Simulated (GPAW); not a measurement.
The system is GaSb.

```
CELL_PARAMETERS angstrom
0.00000 3.05900 3.05900
3.05900 0.00000 3.05900
3.05900 3.05900 0.00000
ATOMIC_POSITIONS crystal
Sb 0.75000 0.75000 0.75000
Ga 0.00000 0.00000 0.00000
```

- Program: GPAW 26.7.0
- Task: relaxation of cell and atoms
- Functional: BLYP
- Potentials or basis: PAW data sets generated in the run's folder for this functional
- Cutoff: 600 eV
- Basis: pw
- k mesh: 8 × 8 × 8
- Occupations: fermi-dirac, width 0.05 eV
- Spin: no spin polarisation

At the start: pressure 5.2 GPa; volume 28.62 Å³/atom.

Where does the relaxation end?

Over 5 steps the energy falls by 48.5 meV/atom and the volume is 31.92 Å³/atom (+11.5 %); space group F-43m (No. 216, to 0.05 Å).

The path:
| step | energy change (eV) | largest force (eV/Å) | pressure (GPa) | volume (Å³) |
| --- | --- | --- | --- | --- |
| 1 | 0.0000 | 0.0000 | 5.20 | 57.25 |
| 2 | -0.0333 | 0.0000 | 4.05 | 58.40 |
| 3 | -0.0958 | 0.0000 | 0.46 | 63.06 |
| 4 | -0.0970 | 0.0000 | 0.06 | 63.74 |
| 5 | -0.0970 | 0.0000 | 0.00 | 63.84 |

Final structure:
```
Sb Ga
1.0
     0.00000    3.17208    3.17208
     3.17208    0.00000    3.17208
     3.17208    3.17208    0.00000
Sb Ga
1 1
Cartesian
  4.7581 4.7581 4.7581
  0.0000 0.0000 0.0000
```

Caveat: later steps reuse the first step's grids; the volume moved by +12 % from the deposited cell, more than functionals usually miss.
